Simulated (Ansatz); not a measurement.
# Computed properties of HgSe

```
CELL_PARAMETERS angstrom
0.00000 3.03600 3.03600
3.03600 0.00000 3.03600
3.03600 3.03600 0.00000
ATOMIC_POSITIONS crystal
Hg 0.00000 0.00000 0.00000
Se 0.75000 0.75000 0.75000
```

Atom numbers follow the list: Hg1, Se2.

The cell is COD entry 1538962, as deposited and not checked against the literature; nothing was relaxed.

Spin–orbit coupling is left out, though it moves levels of the heavy atoms by tenths of an eV or more.

Levels of theory: DFT, PBE, all-electron LAPW, scalar-relativistic (Ansatz 0.2.0); DFT, PBE, PAW with Ansatz's default frozen-core files, scalar-relativistic (Ansatz 0.2.0).

For LAPW: a Γ-centred 9×9×9 k mesh, Fermi–Dirac smearing of 0.02 eV, basis error target 0.25 meV/atom, no spin polarisation. PAW takes a cutoff of 420 eV at this cell. The Ansatz runs share mesh, smearing and spin set-up. Values come from LAPW unless marked.

- Pressure at this cell: 4.91 GPa
- Band gap: none at this level of theory (metallic, semimetallic, or a small gap that the functional closes)
- Density of states at the Fermi level (0.2 eV bin): 0.01 states/eV per cell
- Löwdin charges (with 0.21 e of the cell spilling out of the atomic basis, so their sizes and signs hang on that basis): Hg1 1.07, Se2 -0.87 e
- Bader charges (from the PAW run): Hg1 +0.36, Se2 -0.36 e
- Volume per atom: 27.98 Å³
